**GaAs lattice constant: spread among codes against the error of the functional**

The table holds the lattice constant of zinc-blende GaAs from equation-of-state fits in five plane-wave DFT codes, with LDA forms, PBE, WC, PBEsol, D3-corrected GGAs and vdW-DF-cx, set against the measured 5.653 Å. The program works out matched differences between codes, datasets and functionals and applies one parameter-free estimate, Δa = a ΔP/(3 B₀), to the dispersion term. PBE lies 0.144 Å above the LDA rows outside GPAW, matched pairs among ABINIT, JDFTx, ABACUS and Quantum ESPRESSO agree to 0.001 Å, and GPAW lies 0.022 to 0.030 Å above ABINIT. The estimate reproduces the D3 against D3(BJ) shifts (0.0285 and 0.0513 Å), which is a consistency check, and the D3 pull for revPBE is about twice that for PBE. The output also shows that zero printed pressure would misplace the low-cutoff PBEsol cell by about 0.04 Å, and how the errors change against a target lowered by a rough 0.01 Å.

Calculated values. Kohn-Sham DFT lattice constants of zinc-blende GaAs (two-atom cell) from equation-of-state fits over seven volumes, without spin polarization or spin-orbit coupling and with Fermi-Dirac smearing of 0.05 eV. The last column is relative to the measured cubic lattice constant of 5.653 Å (bulk crystal, high-resolution XRD, pmc:9457441).

## Analysis program

```python
# Table: lattice constant of zinc-blende GaAs from equation-of-state fits in five plane-wave DFT programs
# (LDA forms, GGAs, D3 and vdW corrections). Tested: spread among programs and potentials against the
# error of the functional, and the parameter-free estimate da = a dP / (3 B0) for the dispersion term.
T = {
    'program': ['ABINIT 10.8.3', 'JDFTx 1.7.0 (patched build)', 'ABINIT 10.8.3', 'ABINIT 10.8.3', 'ABINIT 10.8.3', 'ABINIT 10.8.3', 'ABINIT 10.8.3', 'ABINIT 10.8.3', 'GPAW 26.7.0', 'ABINIT 10.8.3', 'ABINIT 10.8.3', 'ABINIT 10.8.3', 'ABINIT 10.8.3', 'ABINIT 10.8.3', 'ABINIT 10.8.3', 'GPAW 26.7.0', 'GPAW 26.7.0', 'GPAW 26.7.0', 'ABACUS 3.10.1', 'Quantum ESPRESSO 7.5'],
    'level': ['LDA-VWN', 'LDA', 'LDA', 'LDA-Teter', 'LDA-VWN', 'LDA', 'LDA-PZ', 'LDA-Teter', 'LDA', 'revPBE+D3(BJ)', 'WC', 'PBEsol', 'PBE+D3(BJ)', 'revPBE+D3', 'PBE+D3', 'vdW-DF-cx', 'revPBE+D3', 'PBE+D3', 'PBE', 'PBE'],
    'how': ['from the rest volume of the fit', 'from the rest volume of the fit', 'from the rest volume of the fit', 'from the rest volume of the fit', 'from the rest volume of the fit', 'from the rest volume of the fit', 'from the rest volume of the fit', 'from the rest volume of the fit', 'from the rest volume of the fit', 'from the rest volume of the fit', 'from the rest volume of the fit', 'from the rest volume of the fit', 'from the rest volume of the fit', 'from the rest volume of the fit', 'from the rest volume of the fit', 'from the rest volume of the fit', 'from the rest volume of the fit', 'from the rest volume of the fit', 'from the rest volume of the fit', 'from the rest volume of the fit'],
    'pot': ['JTH-PAW-LDA-v2.0', 'PseudoDojo-SR-LDA-0.4.1-standard', 'JTH-PAW-LDA-v2.0', 'JTH-PAW-LDA-v2.0', 'JTH-PAW-LDA-v2.0-sp', 'JTH-PAW-LDA-v2.0-sp', 'JTH-PAW-LDA-v2.0-sp', 'JTH-PAW-LDA-v2.0-sp', 'GPAW-PAW-data-sets-(gpaw-data-1.2.1)', 'JTH-PAW-PBE-v2.0', 'JTH-PAW-PBE-v2.0', 'JTH-PAW-PBE-v2.0', 'JTH-PAW-PBE-v2.0', 'JTH-PAW-PBE-v2.0', 'JTH-PAW-PBE-v2.0', 'GPAW-PAW-data-sets-(gpaw-data-1.2.1)', 'GPAW-PAW-data-sets-(gpaw-data-1.2.1)', 'GPAW-PAW-data-sets-(gpaw-data-1.2.1)', 'PseudoDojo-NC-SR-0.4.1-PBE-standard', 'SSSP-1.3-efficiency-PBE'],
    'cut': [463, 1088, 463, 463, 463, 463, 463, 463, 600, 463, 463, 327, 463, 463, 463, 600, 600, 600, 1143, 952],  # eV
    'k': ['8x8x8', '8x8x8', '8x8x8', '8x8x8', '8x8x8', '8x8x8', '8x8x8', '8x8x8', '8x8x8', '8x8x8', '8x8x8', '8x8x8', '8x8x8', '8x8x8', '8x8x8', '8x8x8', '8x8x8', '8x8x8', '8x8x8', '8x8x8'],
    'y': [5.601, 5.601, 5.602, 5.605, 5.605, 5.606, 5.607, 5.608, 5.632, 5.652, 5.662, 5.662, 5.677, 5.704, 5.706, 5.718, 5.726, 5.729, 5.748, 5.749],  # Å
    'err': [-0.92, -0.92, -0.9, -0.86, -0.86, -0.83, -0.81, -0.79, -0.38, -0.02, 0.16, 0.17, 0.43, 0.89, 0.94, 1.16, 1.29, 1.34, 1.68, 1.71],  # %
}
import numpy as np
from scipy.constants import e
y = np.array(T['y'], float); err = np.array(T['err'], float); lev = T['level']
am, am_hi = 5.653, 5.6538  # measured values named in the caption
# further outputs of the same runs, in table order: rest volume (A^3/atom), bulk modulus (GPa)
v0 = np.array([21.96097, 21.96175, 21.97738, 22.00467, 22.00589, 22.0224, 22.03569, 22.04807, 22.32737, 22.57138,
               22.69028, 22.69377, 22.87456, 23.19249, 23.22088, 23.37484, 23.46777, 23.50031, 23.73971, 23.75709])
b0 = np.array([74.37, 74.38, 74.19, 73.85, 74.36, 74.20, 74.20, 73.88, 75.74, 70.01,
               68.38, 70.24, 67.00, 65.86, 63.98, 67.06, 68.46, 66.60, 60.51, 60.52])
af = (8*v0)**(1/3)
def r(p, l, sp=False):
    return [i for i in range(len(y)) if T['program'][i].startswith(p) and lev[i] == l and T['pot'][i].endswith('-sp') == sp][0]
def d(lab, i, j):
    print(f"{lab}: {y[i]-y[j]:+.3f} A ({af[i]-af[j]:+.4f} from rest volumes), {100*(y[i]-y[j])/am:+.2f} %"); return y[i]-y[j]
A, G = 'ABINIT', 'GPAW'
print(f"rounding 0.0005 A = {0.05/am:.3f} %; measured range {am_hi-am:.4f} A; largest |a - (8 V0)^(1/3)| {abs(y-af).max():.4f} A")
print(f"whole range {y.min():.3f} to {y.max():.3f} A, width {np.ptp(y):.3f} A = {100*np.ptp(y)/am:.2f} %; under measured {sum(err<0)}, over {sum(err>0)}")
L = [i for i in range(len(y)) if lev[i].startswith('LDA')]; L2 = [i for i in L if not T['program'][i].startswith(G)]
P = [i for i in range(len(y)) if lev[i] == 'PBE']
print(f"LDA rows {len(L)}: width {np.ptp(y[L]):.3f} A; without GPAW {np.ptp(y[L2]):.3f} A, error {err[L2].min():.2f} to {err[L2].max():.2f} %")
print(f"PBE mean less non-GPAW LDA mean {y[P].mean()-y[L2].mean():.3f} A; B0 {b0[P].mean():.1f} against {b0[L2].mean():.1f} GPa")
d("LDA, JDFTx less ABINIT (As 15 e)", r('JDFTx', 'LDA'), r(A, 'LDA'))
d("PBE, Quantum ESPRESSO less ABACUS", r('Quantum', 'PBE'), r('ABACUS', 'PBE'))
off = [d(f"{l}, GPAW less ABINIT", r(G, l), r(A, l)) for l in ('LDA', 'PBE+D3', 'revPBE+D3')]
d("LDA, GPAW less ABINIT sp", r(G, 'LDA'), r(A, 'LDA', True))
for l in ('LDA-VWN', 'LDA', 'LDA-Teter'): d(f"{l}, As 5 e less As 15 e", r(A, l, True), r(A, l))
for s in (False, True): d(f"Teter less VWN, As {5 if s else 15} e", r(A, 'LDA-Teter', s), r(A, 'LDA-VWN', s))
d("PBEsol (327 eV) less WC (463 eV)", r(A, 'PBEsol'), r(A, 'WC'))
for p in (A, G): d(f"{p}, PBE+D3 less revPBE+D3", r(p, 'PBE+D3'), r(p, 'revPBE+D3'))
for p in (A, G): d(f"{p} PBE+D3 less ABACUS PBE", r(p, 'PBE+D3'), r('ABACUS', 'PBE'))
# further outputs: mesh gaps at the given cell (eV), band counts
print(f"gap, GPAW less ABINIT: LDA {0.36241-0.27796:.3f}, PBE {0.58663-0.50925:.3f}, revPBE {0.67553-0.59725:.3f} eV; As 5 e less 15 e {0.29383-0.27796:.3f} eV")
print(f"empty bands: JDFTx {21-14}, Quantum ESPRESSO {15-9}; GPAW 11 bands less filled for 28, 18, 8 electrons: {11-14}, {11-9}, {11-4}")
# further outputs: ABINIT pressures (GPa) at three volumes (A^3/atom)
V = np.array([22.1378, 22.58959, 23.04138])
Pr = {'PBE+D3': [3.30194, 1.752206, 0.36824], 'PBE+D3(BJ)': [2.254297, 0.7349, -0.61596], 'WC': [1.679353, 0.18146, -1.143827],
      'revPBE+D3': [3.287863, 1.711792, 0.30063], 'revPBE+D3(BJ)': [1.296919, -0.18846, -1.509131], 'PBEsol': [0.19055, -1.267443, -2.535859]}
rel = []
for f in ('PBE', 'revPBE'):
    i, j = r(A, f+'+D3'), r(A, f+'+D3(BJ)')
    dP = np.interp((v0[i]+v0[j])/2, V, np.array(Pr[f+'+D3'])-np.array(Pr[f+'+D3(BJ)']))
    est = (af[i]+af[j])/2*dP/(1.5*(b0[i]+b0[j])); rel.append(est/(af[i]-af[j])-1)
    print(f"{f}, D3 less D3(BJ): dP {dP:.2f} GPa, estimate {est:.4f} A, fits {af[i]-af[j]:.4f} A, table {y[i]-y[j]:.3f} A")
# further outputs: GPAW D3 energy (eV, read as per 2-atom cell) at volume scales 0.98, 1.02, 1.06
ED = {'PBE': [-0.45535, -0.43888, -0.42356], 'revPBE': [-0.83987, -0.80674, -0.77522]}
dVc = 2*0.04*V[1]; gp = e*1e21; pull = {}
for f, E in ED.items():
    i = r(G, f+'+D3'); p1, p2 = (E[1]-E[0])/dVc*gp, (E[2]-E[1])/dVc*gp; pull[f] = p2; da = af[i]*p2/(3*b0[i])
    print(f"GPAW {f}: D3 pull {p1:.2f} GPa at given cell, {p2:.2f} near V0; da {da:.3f} A, first-order bare a {af[i]+da:.3f} A")
print(f"pull ratio revPBE/PBE {pull['revPBE']/pull['PBE']:.2f}; largest volume of the window is a = {(8*23.94496)**(1/3):.3f} A")
print(f"pressure at given cell, ABACUS PBE less ABINIT PBE+D3: {3.36054-Pr['PBE+D3'][1]:.2f} GPa (two programs)")
for f in ('WC', 'PBEsol'):
    i = r(A, f); az = (8*np.interp(0, -np.array(Pr[f]), V))**(1/3)
    print(f"{f}: printed pressure at fit minimum {np.interp(v0[i], V, Pr[f]):+.2f} GPa; a at zero pressure {az:.3f}, fit {af[i]:.3f} A")
print(f"fit rms PBEsol over WC {1.0068e-4/1.3577e-5:.1f}; B0' 3.40 against 5.11")
st = am-0.01  # rough recalled size of thermal plus zero-point expansion, 0.01 A
print(f"errors against measured / against a target 0.01 A lower ({st:.3f} A, rough):")
for i in np.argsort(abs(err))[:5].tolist()+[r(A, 'LDA'), P[0]]:
    print(f"  {T['program'][i].split()[0]} {lev[i]}: {err[i]:+.2f} / {100*(af[i]/st-1):+.2f} %, B0 {b0[i]:.1f} GPa")
assert all(err[L] < 0) and all(err[P] > 1.5)
assert all(0.015 < o < 0.035 for o in off)
assert np.ptp(y[L2]) < 0.1*(y[P].mean()-y[L2].mean())
assert all(abs(x) < 0.1 for x in rel)
```

Printed output:

```
rounding 0.0005 A = 0.009 %; measured range 0.0008 A; largest |a - (8 V0)^(1/3)| 0.0005 A
whole range 5.601 to 5.749 A, width 0.148 A = 2.62 %; under measured 10, over 10
LDA rows 9: width 0.031 A; without GPAW 0.007 A, error -0.92 to -0.79 %
PBE mean less non-GPAW LDA mean 0.144 A; B0 60.5 against 74.2 GPa
LDA, JDFTx less ABINIT (As 15 e): -0.001 A (-0.0013 from rest volumes), -0.02 %
PBE, Quantum ESPRESSO less ABACUS: +0.001 A (+0.0014 from rest volumes), +0.02 %
LDA, GPAW less ABINIT: +0.030 A (+0.0296 from rest volumes), +0.53 %
PBE+D3, GPAW less ABINIT: +0.023 A (+0.0228 from rest volumes), +0.41 %
revPBE+D3, GPAW less ABINIT: +0.022 A (+0.0225 from rest volumes), +0.39 %
LDA, GPAW less ABINIT sp: +0.026 A (+0.0258 from rest volumes), +0.46 %
LDA-VWN, As 5 e less As 15 e: +0.004 A (+0.0038 from rest volumes), +0.07 %
LDA, As 5 e less As 15 e: +0.004 A (+0.0038 from rest volumes), +0.07 %
LDA-Teter, As 5 e less As 15 e: +0.003 A (+0.0037 from rest volumes), +0.05 %
Teter less VWN, As 15 e: +0.004 A (+0.0037 from rest volumes), +0.07 %
Teter less VWN, As 5 e: +0.003 A (+0.0036 from rest volumes), +0.05 %
PBEsol (327 eV) less WC (463 eV): +0.000 A (+0.0003 from rest volumes), +0.00 %
ABINIT, PBE+D3 less revPBE+D3: +0.002 A (+0.0023 from rest volumes), +0.04 %
GPAW, PBE+D3 less revPBE+D3: +0.003 A (+0.0026 from rest volumes), +0.05 %
ABINIT PBE+D3 less ABACUS PBE: -0.042 A (-0.0422 from rest volumes), -0.74 %
GPAW PBE+D3 less ABACUS PBE: -0.019 A (-0.0194 from rest volumes), -0.34 %
gap, GPAW less ABINIT: LDA 0.084, PBE 0.077, revPBE 0.078 eV; As 5 e less 15 e 0.016 eV
empty bands: JDFTx 7, Quantum ESPRESSO 6; GPAW 11 bands less filled for 28, 18, 8 electrons: -3, 2, 7
PBE, D3 less D3(BJ): dP 0.98 GPa, estimate 0.0285 A, fits 0.0285 A, table 0.029 A
revPBE, D3 less D3(BJ): dP 1.84 GPa, estimate 0.0513 A, fits 0.0514 A, table 0.052 A
GPAW PBE: D3 pull 1.46 GPa at given cell, 1.36 near V0; da 0.039 A, first-order bare a 5.768 A
GPAW revPBE: D3 pull 2.94 GPa at given cell, 2.79 near V0; da 0.078 A, first-order bare a 5.804 A
pull ratio revPBE/PBE 2.06; largest volume of the window is a = 5.765 A
pressure at given cell, ABACUS PBE less ABINIT PBE+D3: 1.61 GPa (two programs)
WC: printed pressure at fit minimum -0.11 GPa; a at zero pressure 5.659, fit 5.662 A
PBEsol: printed pressure at fit minimum -1.56 GPa; a at zero pressure 5.621, fit 5.662 A
fit rms PBEsol over WC 7.4; B0' 3.40 against 5.11
errors against measured / against a target 0.01 A lower (5.643 A, rough):
  ABINIT revPBE+D3(BJ): -0.02 / +0.16 %, B0 70.0 GPa
  ABINIT WC: +0.16 / +0.34 %, B0 68.4 GPa
  ABINIT PBEsol: +0.17 / +0.34 %, B0 70.2 GPa
  GPAW LDA: -0.38 / -0.20 %, B0 75.7 GPa
  ABINIT PBE+D3(BJ): +0.43 / +0.61 %, B0 67.0 GPa
  ABINIT LDA: -0.90 / -0.72 %, B0 74.2 GPa
  ABACUS PBE: +1.68 / +1.86 %, B0 60.5 GPa
```
